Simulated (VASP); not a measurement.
## AlCo (Pm-3m): a series in biaxial strain in the (001) plane

How do stress and energy of AlCo follow biaxial strain in the (001) plane?

Program: VASP 6.6.1. Level of theory: PBEsol, no spin polarisation; plane waves and PAW (Co, Al); cell typed or built by script, in the first sound run; inputs show where later runs differ. Results are calculated unless marked as measured.

Most raw output is cut from this account.

## 1. The starting structure

It takes space group Pm-3m (No. 221, cubic). The conventional cell has a = 2.862 Å, b = 2.862 Å, c = 2.862 Å, α = 90.00°, β = 90.00°, γ = 90.00°. Co has 8 Al at 2.48 Å nearest. Al has 8 Co at 2.48 Å nearest. Farther neighbours are not listed.

Coordinates:

```cif
data_structure
_symmetry_space_group_name_H-M 'Pm-3m'
_symmetry_Int_Tables_number 221
_cell_length_a 2.8620
_cell_length_b 2.8620
_cell_length_c 2.8620
_cell_angle_alpha 90.000
_cell_angle_beta 90.000
_cell_angle_gamma 90.000
_cell_volume 23.44
loop_
_atom_site_label
_atom_site_type_symbol
_atom_site_symmetry_multiplicity
_atom_site_Wyckoff_symbol
_atom_site_fract_x
_atom_site_fract_y
_atom_site_fract_z
_atom_site_occupancy
Co1 Co 1 a 0.00000 0.00000 0.00000 1
Al1 Al 1 b 0.50000 0.50000 0.50000 1
```

## 2. Relax the crystal, PBEsol

The series starts from the cell that this level prefers, so that zero strain is near zero stress.

This step took 2 runs in a row; the last is shown.

Level: PBEsol, no spin polarisation; plane waves and PAW (Co, Al); cell typed or built by script.

File INCAR:

```
SYSTEM = AlCo
PREC = Accurate
ENCUT = 450
EDIFF = 1E-07
NELM = 120
ISMEAR = 1
SIGMA = 0.15
LREAL = .FALSE.
ALGO = Normal
GGA = PS
NBANDS = 12
LASPH = .TRUE.
LORBIT = 11
LWAVE = .FALSE.
LCHARG = .FALSE.
KPAR = 8
IBRION = 2
NSW = 40
ISIF = 3
EDIFFG = -0.005
POTIM = 0.4
```

File POSCAR:

```
AlCo
1.0
    2.8224832097      0.0000000000      0.0000000000
    0.0000000000      2.8224832097      0.0000000000
    0.0000000000      0.0000000000      2.8224832097
Co Al
1 1
Direct
    0.0000000000      0.0000000000      0.0000000000
    0.5000000000      0.5000000000      0.5000000000
```

File KPOINTS:

```
Automatic mesh
0
Gamma
17 17 17
0 0 0
```

The projector-augmented-wave data sets are Co and Al (PBE family, release 64).

Launch:

```
$ mpirun -np 8 vasp_std
```

The job ended after 7.6 s (8 MPI ranks of Intel Xeon Platinum 8259CL at 2.50GHz (Skylake/Cascade Lake), shared host; peak memory 1.1 GiB).

Read from the output:

* energy(sigma→0) of the program: -13.0820 eV
* stress, compression positive: xx, yy, zz -0.04, -0.04, -0.04 GPa
* volume: 22.485 Å³
* ionic steps: 1

## 3. Strain along the normal, PBEsol

One member in full: the plane is strained by -0.5 %, and the strain along the normal is moved by secant steps until the normal stress is under 0.012 GPa or five steps are spent; the atoms relax at each step.

This step took 2 runs, each at a new trial strain with the atoms of the one before; the last is shown.

Level: PBEsol, no spin polarisation; plane waves and PAW (Co, Al); cell typed or built by script.

Changes to INCAR since step 2:

```diff
@@ -15,7 +15,7 @@
 LCHARG = .FALSE.
-KPAR = 8
-IBRION = 2
-NSW = 40
-ISIF = 3
-EDIFFG = -0.005
-POTIM = 0.4
+KPAR = 2
+IBRION = 1
+NSW = 25
+ISIF = 2
+EDIFFG = -0.004
+POTIM = 0.3
```

File POSCAR:

```
AlCo
1.0
    2.8083707940      0.0000000000      0.0000000000
    0.0000000000      2.8083707940      0.0000000000
    0.0000000000      0.0000000000      2.8347253560
Co Al
1 1
Direct
    0.0000000000      0.0000000000      0.0000000000
    0.5000000000      0.5000000000      0.5000000000
```

KPOINTS is that of step 2.

Launch:

```
$ mpirun -np 2 vasp_std
```

Run time: 38 s. Hardware: 2 MPI ranks; peak memory 0.39 GiB.

Read from the output:

| Quantity | Value |
| --- | --- |
| energy(sigma→0) of the program | -13.0807 eV |
| stress, compression positive | xx, yy, zz 1.66, 1.66, -0.01 GPa |
| ionic steps | 1 |

## 4. The table

The other members went through these steps as far as the tables show, with the same cutoff and, step by step, the same mesh; 22 runs are not shown. The session took 0.48 core hours (wall time by ranks) on a shared machine.

```csv
in-plane strain (%),strain along the normal (%),"in-plane stress, tension positive (GPa)","energy above the unstrained row, extrapolated to no smearing (meV/atom)"
-2.000,2.092,-6.375,9.728
-1.500,1.483,-4.876,5.621
-1.000,0.933,-3.293,2.569
-0.500,0.434,-1.661,0.662
0,-0.013,0.018,0.000
0.500,-0.400,1.743,0.622
1.000,-0.753,?,?
1.500,-1.093,5.124,5.568
2.000,-1.420,6.732,9.789
```

## 5. Stress from the known rows

A least-squares parabola through the 8 rows shown, with e the strain in %: stress = 0.04064 e² + 3.305 e + 0.01854 (GPa), r.m.s. residual 0.047 GPa.

At e = 1 this predicts 3.364 GPa.

## 6. The withheld row

The calculation gives 3.460 GPa, so the prediction is 0.096 GPa too low, more than twice the residual of the fit.

Slopes at zero strain, from cubics through all rows: strain ratio -0.832, stress over strain 341 GPa.

## 7. What came out

```json
{
  "error of the predicted stress": "-0.096 GPa",
  "ratio of normal to in-plane strain": "-0.832",
  "biaxial modulus": "341 GPa"
}
```

What this shows: As a check, the curvature of the energy gives 363 GPa for the same modulus (energy per volume = M × strain²), 6 % from the slope of the stress; these energies are extrapolated to no smearing, while the stress belongs to the free energy, so part of the difference may come from that. These are static values: temperature and zero-point motion are left out. In a metal the slopes also depend on mesh and smearing, which were held through the series.

[Lines on the potential files, build, host, timing and source positions are cut from VASP's logs without a mark.]

[Logs are printed without paths, hosts, clocks, repeated set-up lines and the standing remarks that a program may print on its own settings, such as how far it seeks lower states.]

[Hosts, paths, dates, database ids (printed as entryN), source tags and the programs' standing remarks are cut or masked in the printed files.]

[In band tables of VASP the shares of atoms and orbitals are scaled to a sum of 1 inside the atoms' spheres.]
